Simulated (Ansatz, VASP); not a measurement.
# One calculation of HfC, two programs

Contents of INCAR:

```
SYSTEM = HfC
ALGO     = Normal         ! electronic algorithm
EDIFF    = 1E-6           ! SCF threshold, eV
EDIFFG   = -0.01          ! ionic threshold
ENCUT    = 600            ! plane-wave cutoff, eV
GGA      = RE             ! functional
IBRION   = 2              ! ionic algorithm
ISIF     = 3              ! what is computed and relaxed
ISMEAR   = -1             ! smearing method
IVDW     = 13             ! dispersion correction
LASPH    = .True.         ! aspherical terms in the spheres
LCHARG   = .False.        ! write CHGCAR
LREAL    = .False.        ! projectors in reciprocal space
LWAVE    = .False.        ! write WAVECAR
NELM     = 60             ! most SCF steps
NSW      = 40             ! ionic steps
PREC     = Accurate       ! precision mode
SIGMA    = 0.05           ! smearing width, eV
```

The input KPOINTS:

```
k-points
0
Gamma
  10 10 10
  0 0 0
```

The input POSCAR:

```
HfC
1.0
    0.0000000000      2.3250000000      2.3250000000
    2.3250000000      0.0000000000      2.3250000000
    2.3250000000      2.3250000000      0.0000000000
Hf C
1 1
Direct
    0.5000000000      0.5000000000      0.5000000000
    0.0000000000      0.0000000000      0.0000000000
```

Contents of input.yaml:

```yaml
crystal:
  lattice:
    - [0.0, 2.325, 2.325]
    - [2.325, 0.0, 2.325]
    - [2.325, 2.325, 0.0]
  atoms:
    - { symbol: Hf, position: [0.5, 0.5, 0.5] }
    - { symbol: C, position: [0.0, 0.0, 0.0] }
hamiltonian:
  xc: revpbe
  pseudopotentials: { kind: paw }
  dispersion: d4
kpoints:
  mp_grid: { grid: [10, 10, 10] }
scf:
  occupations: { method: fermi_dirac, width: 0.05 }
output:
  forces: true
  stress: true
relax:
  f_tol: 0.01
  max_steps: 40
  cell: { stress_tol: 0.05 }
```

Alike in both runs: task relaxation of cell and atoms; functional revPBE; dispersion D4; k mesh 10 × 10 × 10; occupations fermi-dirac, width 0.05 eV; no spin polarisation.

|  | VASP | Ansatz |
| --- | --- | --- |
| version | VASP 6.6.1 | Ansatz 0.2.0 |
| potentials or method | VASP PAW PBE potentials, release 64 (Hf_pv, C) | Ansatz PAW |
| plane-wave cutoff (eV) | 600 | 420 |
| valence electrons in the cell | 14 | 30 |

```csv
,VASP,Ansatz,Ansatz less VASP
relaxed volume (Å³/atom),12.34,12.38,+0.039
relaxed cell length with the largest relative difference (Å),3.268,3.271,+0.0035
energy change over the relaxation (meV/atom),-3,-2,+1.1
```

The two sets of potentials don't hold the same shells in valence.

Caveats: the PAW data sets were made with another functional, which shifts forces and pressure a little (VASP); pairwise dispersion overbinds metals, which lowers pressure and volume (VASP); the plane-wave basis is chosen anew once the cell has moved, so the energies of steps on either side of that aren't comparable (Ansatz); the PAW data sets come from PBE, with cores solved anew for the run's functional, which leaves a small shift of forces and pressure (Ansatz). The runs have no spin-orbit coupling, so splittings on Hf are missing.
